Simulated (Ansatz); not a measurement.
**HgTe in Ansatz: the effect of functional**

Crystal: HgTe.

```xyz
2
Lattice="0.0000 3.2011 3.2011 3.2011 0.0000 3.2011 3.2011 3.2011 0.0000" Properties=species:S:1:pos:R:3 pbc="T T T"
Hg    0.0000    0.0000    0.0000
Te    3.2011    3.2011    3.2011
```

Measurements of this composition are mostly on another form, of space group No. 216.

The cell isn't the ideal one: volume scaled by 1.02.

Alike in all runs:

| Quantity | Value |
| --- | --- |
| Program | Ansatz 0.2.0 |
| Task | single point |
| Potentials or basis | Ansatz PAW |
| k mesh | 7 × 7 × 7 |
| Occupations | fermi-dirac, width 0.05 eV |
| Spin | no spin polarisation |

```csv
functional,cutoff,pressure (GPa)
LDA,420 eV (not typed: the program's choice for these potentials),-8.2
PBEsol,420 eV (not typed: the program's choice for these potentials),-6.8
r2SCAN,500 eV (not typed: the program's choice for these potentials),?
```

Problem. What does the run with functional r2SCAN give?

Solution. Pressure -5.4 GPa.

Caveats: the PAW data sets come from PBE, with cores solved anew for the run's functional, which leaves a small shift of forces and pressure.

Runs at the PBE level aren't shown here.
